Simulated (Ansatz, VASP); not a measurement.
# Te2Mo: VASP beside Ansatz

One calculation is typed for both programs; each brings its own data sets. How far apart do they land? Of the first pair: The structure shown is the start of the Ansatz relaxation below; VASP solves that cell, so the two are compared at the walk's first step.

Calculated with Ansatz 0.2.0; plane waves, with VASP 6.6.1 beside it; LDA.

### Step 1. The starting structure

The cell holds 3 atoms: 1 Mo and 2 Te. Cell: a = 3.720 Å, b = 3.720 Å, c = 31.232 Å, α = 90.0°, β = 90.0°, γ = 120.0°. Vacuum lies along c. The height across the vacuum is the one that the program set for its solve, not the one typed.

### Step 2. Ansatz: relaxation, LDA

Ansatz runs on its default PAW (the set named soft_2) files.

The two programs are compared at the cell with which this relaxation starts, whose forces are those of its first step.

The input, input.yaml:

```yaml
crystal:
  lattice:
    - [3.7204, 0.0, 0.0]
    - [-1.8602, 3.2219609122, 0.0]
    - [0.0, 0.0, 19.344293448]
  atoms:
    - { symbol: Mo, position: [0.0, 0.0, 0.5] }
    - { symbol: Te, position: [0.3333333333, 0.6666666667, 0.5960440445] }
    - { symbol: Te, position: [0.3333333333, 0.6666666667, 0.4039559555] }
  periodic: [true, true, false]
kpoints:
  mp_grid: { grid: [6, 6, 1] }
hamiltonian:
  xc: lda
scf:
  occupations: { method: fermi_dirac, width: 0.02 }
relax:
  f_tol: 0.01
  max_steps: 80
  cell: {}
```

Command:

```sh
$ ansatz run input.yaml --threads 8 --pin off --max-ram 14745MiB --backend cpu --events-out ev --progress --plain --runs-dir out
```

Numbers of over 12 decimals in the logs are rounded to 6 here.

The program printed:

```text
Warning: crystal.periodic: the lattice vector that does not repeat stood 0.000° off the slab's normal, 19.344 Å along it as the deck builds it. The run solves the slab on a vector along the normal, 31.232 Å long, with every atom where it was (on the deck's vector they left 15.63 Å outside them, and the widest stretch free of ions among them is 1.86 Å). A fractional position that the run reports is one of the run's ce [...]
crystal.periodic: the lattice vector that does not repeat stood 0.000° off the slab's normal, 19.344 Å along it as the deck builds it. The run solves the slab on a vector along the normal, 31.232 Å long, with every atom where it was (on the deck's vector they left 15.63 Å outside them, and the widest stretch free of ions among them is 1.86 Å). A fractional position that the run reports is one of the run's cell, which [...]
Engine: ansatz 0.2.0, aarch64-unknown-linux-gnu
Pseudopotentials: kind: paw
Pseudopotential: Mo, paw, valence charge 14, recommended cutoff 420 eV (normal), Mo.paw.azcp
Pseudopotential: Te, paw, valence charge 16, recommended cutoff 420 eV (normal), Te.paw.azcp
Functional definition: SPW92
  exchange = slater_x
  correlation = pw_c
Crystal: 3 atoms, lattice volume = 374.373 Å³
Basis set: ecut = 420 eV, 7341 PW (Γ)
Bands: 28, of which v1, the nominal top of the filled ones, is band 23 counted from 1 (22 counted from 0)
Symmetry: 12 space group operations
Space group: P-6m2 (ITA 187), of the structure as read, at distance tolerance 7.2e-5 Å
k-points: 7 of 36 (time reversal used)
Non-local potential: Mo, projectors of the file, l = 0: 3, l = 1: 2, l = 2: 2, l = 3: 1
Non-local potential: Te, projectors of the file, l = 0: 2, l = 1: 2, l = 2: 2, l = 3: 2
PAW form: soft (Blöchl's): semilocal exchange-correlation on the pseudo side does not see the compensation charge
PAW frozen core: Mo, regenerated for the run's functional, and the local potential with it (the file was generated under x = pbe(κ = 0.804, μ = 0.219515), c = pbe(β = 0.066725))
PAW frozen core: Te, regenerated for the run's functional, and the local potential with it (the file was generated under x = pbe(κ = 0.804, μ = 0.219515), c = pbe(β = 0.066725))
PAW one-centre angular grid: Mo, 590 points (default); XC on 64 Gauss nodes
PAW one-centre angular grid: Te, 590 points (default); XC on 64 Gauss nodes
Initial density: superposition of atomic densities (neutral atoms: chi_scale 0, normalization atom), corrected by the library's trained network
Initial wavefunctions: pseudopotential atomic-orbital guess
Functional: x = slater, c = lda
SCF iter   1: F=—  HF=-18497.331665 eV  |F-HF|=—  |Δ(HF+E_count)|=         —  Δρ=3.28e-3  dr2=3.20e-2  ethr=1.77e-3  ⟨swp⟩=15.7  Hψ=1435  notcnv=0
[...]
SCF iter   3: F=—  HF=-18497.972332 eV  |F-HF|=—  |Δ(HF+E_count)|=   8.99e-4  Δρ=1.75e-3  dr2=3.16e-2  ethr=3.52e-5  ⟨swp⟩=4.1  Hψ=391  notcnv=0
SCF iter   4: F=—  HF=-18497.968860 eV  |F-HF|=—  |Δ(HF+E_count)|=   3.47e-3  Δρ=6.41e-4  dr2=1.38e-3  ethr=3.52e-5  ⟨swp⟩=3.1  Hψ=355  notcnv=0  defer=1
SCF iter   5: F=—  HF=-18497.968668 eV  |F-HF|=—  |Δ(HF+E_count)|=   1.92e-4  Δρ=8.88e-5  dr2=2.70e-5  ethr=2.99e-6  ⟨swp⟩=3.4  Hψ=355  notcnv=0  defer=2
SCF iter   6: F=—  HF=-18497.968760 eV  |F-HF|=—  |Δ(HF+E_count)|=   9.16e-5  Δρ=2.29e-5  dr2=2.42e-6  ethr=5.88e-8  ⟨swp⟩=3.6  Hψ=442  notcnv=0  defer=2
SCF iter   7: F=-18497.968761 eV  HF=-18497.968761 eV  |F-HF|=9.10e-8  |Δ(HF+E_count)|=   9.28e-7  Δρ=4.11e-6  dr2=1.06e-7  ethr=6.52e-10  ⟨swp⟩=8.0  Hψ=953  notcnv=0
SCF 3 converged in 7 iterations: F = -18497.968761 eV  dr2 = 1.06e-7
  greatest PAW one-centre occupation: 0.999 electrons in one spin orbital (limit 2), on the Te atom at site 2 (counted from 0), in its partial waves of l = 2
relax step   3: F+E_penalty+E_count = -18497.96876076 eV  Δ(F+E_penalty+E_count) = -2.689e-1 eV  max|allowed force component| = 5.635e-3 eV/Å  Δτ_max = 0.1266 Å  P = -0.524 N/m  Ω = 327.957 Å³  energy of the carried Pulay correction = +2.068e-3 eV  fix = [c, alpha, beta]  reactions: c -0.000 N/m  (7 SCF iters, dr2 threshold 3.00e-7 eV, accepted)
[...]
relax step   4: F+E_penalty+E_count = -18497.97029515 eV  Δ(F+E_penalty+E_count) = -1.534e-3 eV  max|allowed force component| = 2.783e-2 eV/Å  Δτ_max = 0.0051 Å  P = +0.183 N/m  Ω = 324.360 Å³  energy of the carried Pulay correction = +2.240e-3 eV  fix = [c, alpha, beta]  reactions: c +0.000 N/m  (6 SCF iters, dr2 threshold 3.00e-7 eV, accepted)
[...]
relax step   5: F+E_penalty+E_count = -18497.97040117 eV  Δ(F+E_penalty+E_count) = -1.060e-4 eV  max|allowed force component| = 2.140e-3 eV/Å  Δτ_max = 0.0004 Å  P = +0.007 N/m  Ω = 325.033 Å³  energy of the carried Pulay correction = +2.208e-3 eV  fix = [c, alpha, beta]  reactions: c +0.000 N/m  (5 SCF iters, dr2 threshold 4.84e-8 eV, accepted)
[...]
relax step   6: F+E_penalty+E_count = -18497.96852476 eV  Δ(F+E_penalty+E_count) = +1.876e-3 eV  max|allowed force component| = 2.450e-3 eV/Å  Δτ_max = 0.0000 Å  P = -0.003 N/m  Ω = 325.033 Å³  fix = [c, alpha, beta]  reactions: c -0.000 N/m  stress off target by 2.53e-3 N/m on what of the cell is left free  SCF on the basis re-selected at this cell (its energy is not comparable with the rows above)  (8 SCF iters)
basis re-selected at this cell: Δ(F+E_penalty+E_count) = +1.876e-3 eV, ΔP = -0.010 N/m vs the last step (what re-selecting the basis moved, of the pressure what is left beyond the Pulay correction that the steps carried, after the strain that the cell walked since its last selection, with what the two solves' SCF thresholds leave and, on support functions, any second-order correction that the steps lacked; it is no measure of the basis error at this ecutwfc). The dense FFT grid was sized anew with the basis: this SCF ran on 24×24×216 points, the steps before it on 25×25×216, so part of this shift can come from that change (see relax.cell in the input reference). [rest of the remark cut]
SCF converged after 8 iterations
Free energy (F): -18497.968525 eV
Harris-Foulkes:  -18497.968525 eV  (|F-HF|=5.46e-11)
Internal energy: -18497.968525 eV  (E = F + TS)
E sigma→0 (E₀):  -18497.968525 eV
Fermi energy:    -4.508535 eV
--- Per-component energies (eV) ---
  E_band       = -1370.448188
  E_kinetic    = 809.297347
  E_local      = -113290.484816  (includes V_loc(G=0)·N_el)
  E_nonlocal   = -460.066950
  E_hartree    = 56462.694209
  E_xc         = -431.607873
  E_vxc        = -440.351418  (∫ρ·V_xc dr)
  E_paw        = -12110.747500  (= ΣΔE_a)
  E_vpaw       = -914.230803  (= ΣTr[D̂ρ^β])
  E_aug_tail   = -0.000334  (compensation charges beyond the density's cutoff)
  E_ewald      = 50521.117253
  E_core_change = 1.830139  (= ΣΔE_core)
  E_smearing   = -0.000000  (= −TS)
  E_closure    = 0.000000  (closes the sum)
  Σ components = -18497.968525   (vs F -18497.968525, Δ=0.00e0)
--- Forces (eV/Å), atoms counted from 1 ---
  atom   1  Mo     0.00000000     0.00000000     0.00000000
  atom   2  Te     0.00000000    -0.00000000     0.00245047
  atom   3  Te    -0.00000000    -0.00000000    -0.00245047
  max |Σ_I F_I| component: 9.25e-18 eV/Å
--- 2D stress c σ (N/m, compression-positive) ---
       -0.002533      -0.000000       0.000000
       -0.000000      -0.002533       0.000000
        0.000000       0.000000      -0.000000
  P = ½ c Tr σ = -0.0025 N/m
--- Relaxed structure (5 steps of the walk, 5 accepted, 1 SCFs on fresh bases) ---
  F+E_penalty+E_count = -18497.96852476 eV   max|allowed force component| = 2.450e-3 eV/Å   (the final SCF, on the basis selected at the relaxed cell)
  cell:  # Å, volume = 325.0329 Å³
    - [3.466579, 0, 0]
    - [-1.733290, 3.002146, 0]
    - [0, 0, 31.231617]
  atoms:
    - { symbol: Mo, position: [0, -4.1119371285046014e-17, 0.309691] }
    - { symbol: Te, position: [0.333333, 0.666667, 0.367161] }
    - { symbol: Te, position: [0.333333, 0.666667, 0.252221] }
```

In the SCF lines HF is the Harris–Foulkes energy and dr2 the Hartree energy of the density residual, in eV; the loop may stop once dr2 is under the threshold and the program's other checks hold. Hψ counts applications of the Hamiltonian.

### Step 3. VASP: single point, LDA, start cell, pair 1

The same cell, functional (in two slightly different forms), mesh and smearing now go to VASP, with its own data sets.

Lines of VASP's logs that name or quote its potential files are left out, and so is its time.

The input, INCAR:

```
SYSTEM = Te2Mo
PREC = Accurate
ENCUT = 400
EDIFF = 1E-06
NELM = 120
ISMEAR = -1
SIGMA = 0.02
LREAL = .FALSE.
ALGO = Normal
GGA = PW92
NBANDS = 19
LASPH = .TRUE.
LORBIT = 11
LWAVE = .FALSE.
LCHARG = .FALSE.
ISIF = 2
LDIPOL = .TRUE.
IDIPOL = 3
DIPOL = 0.5 0.5 0.31
LVHAR = .TRUE.
GGA_COMPAT = .FALSE.
EFERMI = MIDGAP
NELMDL = -8
```

The input, POSCAR:

```
Te2Mo
1.0
    3.7204000000      0.0000000000      0.0000000000
   -1.8602000000      3.2219610000      0.0000000000
    0.0000000000      0.0000000000     31.2316170000
Mo Te
1 2
Direct
    0.0000000000      0.0000000000      0.3096908815
    0.3333333333      0.6666666667      0.3691788036
    0.3333333333      0.6666666667      0.2502029594
```

The input, KPOINTS:

```
Automatic mesh
0
Gamma
6 6 1
0 0 0
```

The projector-augmented-wave data sets are Mo_sv and Te (LDA family, release 64).

Command:

```sh
$ mpirun -np 1 vasp_std
```

The program printed:

```text
[banner, memory and clock lines left out]
running    1 mpi-ranks, on    1 nodes
 distrk:  each k-point on    1 cores,    1 groups
 distr:  one band on    1 cores,    1 groups

 POSCAR found type information on POSCAR MoTe
 POSCAR found :  2 types and       3 ions
|                                                                             |
|               ----> ADVICE to this user running VASP <----                  |
|                                                                             |
|     You enforced a specific xc type in the INCAR file but a different       |
|     [... a line on the potential file left out ...]
|     I HOPE YOU KNOW WHAT YOU ARE DOING!                                     |
|                                                                             |

 LDA part: xc-table for (Slater(with rela. corr.)+PW92), standard interpolation
 POSCAR, INCAR and KPOINTS ok, starting setup
 FFT: planning ... GRIDC
 FFT: planning ... GRID_SOFT
 FFT: planning ... GRID
 WAVECAR not read
 entering main loop
       N       E                     dE             d eps       ncg     rms          rms(c)
DAV:   1     0.105684360784E+03    0.10568E+03   -0.10425E+04   378   0.774E+02
DAV:   2    -0.115349528949E+02   -0.11722E+03   -0.11514E+03   355   0.170E+02
DAV:   3    -0.205378873731E+02   -0.90029E+01   -0.89518E+01   388   0.418E+01
DAV:   4    -0.207423617426E+02   -0.20447E+00   -0.20388E+00   370   0.655E+00
DAV:   5    -0.207446348602E+02   -0.22731E-02   -0.22729E-02   333   0.816E-01
DAV:   6    -0.207447134961E+02   -0.78636E-04   -0.78635E-04   400   0.119E-01
DAV:   7    -0.207447142063E+02   -0.71015E-06   -0.71036E-06   350   0.116E-02
DAV:   8    -0.207447142217E+02   -0.15463E-07   -0.15074E-07   288   0.153E-03    0.119E+01
DAV:   9    -0.204597439210E+02    0.28497E+00   -0.10415E+01   277   0.167E+01    0.686E+00
DAV:  10    -0.201474072791E+02    0.31234E+00   -0.90811E+00   300   0.147E+01    0.440E+00
DAV:  11    -0.198416072252E+02    0.30580E+00   -0.13406E+00   297   0.601E+00    0.112E+00
DAV:  12    -0.198397987190E+02    0.18085E-02   -0.13436E-01   317   0.190E+00    0.715E-01
DAV:  13    -0.198332137018E+02    0.65850E-02   -0.39408E-02   312   0.113E+00    0.180E-01
DAV:  14    -0.198330682491E+02    0.14545E-03   -0.11193E-03   317   0.201E-01    0.892E-02
[...]
DAV:  18    -0.198340477527E+02   -0.22157E-03   -0.53520E-05   275   0.283E-02    0.950E-03
DAV:  19    -0.198341814802E+02   -0.13373E-03   -0.15425E-05   292   0.171E-02    0.428E-03
DAV:  20    -0.198342477351E+02   -0.66255E-04   -0.28087E-06   276   0.499E-03    0.563E-03
DAV:  21    -0.198342797577E+02   -0.32023E-04   -0.13094E-06   230   0.297E-03    0.196E-03
DAV:  22    -0.198342861145E+02   -0.63568E-05   -0.21802E-07   218   0.243E-03    0.852E-04
DAV:  23    -0.198342917712E+02   -0.56567E-05   -0.16036E-07   203   0.123E-03    0.663E-04
DAV:  24    -0.198342931524E+02   -0.13813E-05   -0.41607E-08   172   0.115E-03    0.141E-04
DAV:  25    -0.198342940999E+02   -0.94745E-06   -0.13474E-08   166   0.429E-04
   1 F= -.19834294E+02 E0= -.19834294E+02  d E =-.640446E-10
```

OUTCAR, selected parts (step 3):

```text
ion  position               nearest neighbor table
   1  0.000  0.000  0.310-   2 2.84   3 2.84   2 2.84   3 2.84   2 2.84   3 2.84
   2  0.333  0.667  0.369-   1 2.84   1 2.84   1 2.84
   3  0.333  0.667  0.250-   1 2.84   1 2.84   1 2.84

  LATTYP: Found a hexagonal cell.
 ALAT       =     3.7204000000
 C/A-ratio  =     8.3946933125

 Subroutine GETGRP returns: Found 12 space group operations
 (whereof  6 operations were pure point group operations)

The static configuration has the point symmetry C_3v.
 The point group associated with its full space group is D_3h.

 Found      7 irreducible k-points:

   k-points           NKPTS =      7   k-points in BZ     NKDIM =      7   number of bands    NBANDS=     19

   dimension x,y,z NGX =    24 NGY =   24 NGZ =  210
   dimension x,y,z NGXF=    48 NGYF=   48 NGZF=  420

   ENCUT  =  400.0 eV  29.40 Ry    5.42 a.u.   6.07  6.07 50.93*2*pi/ulx,y,z

   NELECT =      26.0000    total number of electrons

 k-points in reciprocal lattice and weights: Automatic mesh
   0.00000000  0.00000000  0.00000000       0.028
   0.16666667 -0.00000000  0.00000000       0.167
   0.33333333  0.00000000  0.00000000       0.167
   0.50000000 -0.00000000  0.00000000       0.083
   0.16666667  0.16666667  0.00000000       0.167
   0.33333333  0.16666667  0.00000000       0.333
   0.33333333  0.33333333  0.00000000       0.056

 dipolmoment           0.000000      0.000000      0.000000 electrons x Angstroem

 average (electrostatic) potential at core
       1 -84.2327       2 -97.3580       3 -97.3580

 E-fermi :  -2.1397

 k-point     1 :       0.0000    0.0000    0.0000
  band No.  band energies     occupation
    ...
      9      -4.0707      2.00000
     10      -4.0038      2.00000
     11      -3.4202      2.00000
     12      -3.4202      2.00000
     13      -2.8190      2.00000
     14      -0.0559      0.00000
     15      -0.0559      0.00000
     16       0.1253      0.00000
     17       0.1253      0.00000
     18       1.6157      0.00000
    ...

 k-point     2 :       0.1667   -0.0000    0.0000
  band No.  band energies     occupation
    ...
      9      -4.5749      2.00000
     10      -3.8376      2.00000
     11      -3.7927      2.00000
     12      -3.3410      2.00000
     13      -2.9445      2.00000
     14      -0.9155      0.00000
     15      -0.7818      0.00000
     16      -0.3936      0.00000
     17       0.1816      0.00000
     18       2.1970      0.00000
    ...

 k-point     3 :       0.3333    0.0000    0.0000
  band No.  band energies     occupation
    ...
      9      -5.7538      2.00000
     10      -4.3777      2.00000
     11      -3.8503      2.00000
     12      -3.3205      2.00000
     13      -3.2955      2.00000
     14      -1.2589      0.00000
     15      -1.1509      0.00000
     16      -0.3172      0.00000
     17       0.4550      0.00000
     18       2.4904      0.00000
    ...

  Total       -6.7991019     -6.7991023     -6.5086428      0.0000000      0.0000000      0.0000000
  in kB      -29.0976389    -29.0976405    -27.8545814      0.0000000      0.0000000      0.0000000
  external PRESSURE =     -28.6832869 kB  Pullay stress =       0.0000000 kB

  energy-cutoff  :      400.00
  volume of cell :      374.37
      direct lattice vectors                 reciprocal lattice vectors
     3.720400000  0.000000000  0.000000000     0.268788302  0.155184994  0.000000000
    -1.860200000  3.221961000  0.000000000     0.000000000  0.310369989  0.000000000
     0.000000000  0.000000000 31.231617000     0.000000000  0.000000000  0.032018835

 POSITION                                       TOTAL-FORCE (eV/Angst)
 -----------------------------------------------------------------------------------
      0.00000      0.00000      9.67215        -0.000000      0.000000     -0.000000
     -0.00000      2.14797     11.53005         0.000000     -0.000000     -1.728396
     -0.00000      2.14797      7.81424         0.000000     -0.000000      1.728396
 -----------------------------------------------------------------------------------
    total drift:                                0.000000      0.000001     -0.000043

  FREE ENERGIE OF THE ION-ELECTRON SYSTEM (eV)
  ---------------------------------------------------
  free  energy   TOTEN  =       -19.8342940999 eV

  energy  without entropy=      -19.8342940998  energy(sigma->0) =      -19.83429410

 vacuum level on the upper side and lower side of the slab         2.611         2.611

 total charge
# of ion       s       p       d       tot
------------------------------------------
    1        2.233   6.107   3.830  12.169
    2        1.390   1.930   0.045   3.365
    3        1.390   1.930   0.045   3.365
--------------------------------------------------
tot          5.013   9.967   3.919  18.900

[... 3 further parts left out ...]
```

This run has no spin polarisation, so a moment on Mo, if there is one, isn't seen.

(Part 1 of 2 ends here.)

[Lines on the potential files, build, host, timing and source positions are cut from VASP's logs without a mark.]

[Logs are printed without paths, hosts, clocks, repeated set-up lines and the standing remarks that a program may print on its own settings, such as how far it seeks lower states.]

[Hosts, paths, dates, database ids (printed as entryN), source tags and the programs' standing remarks are cut or masked in the printed files.]
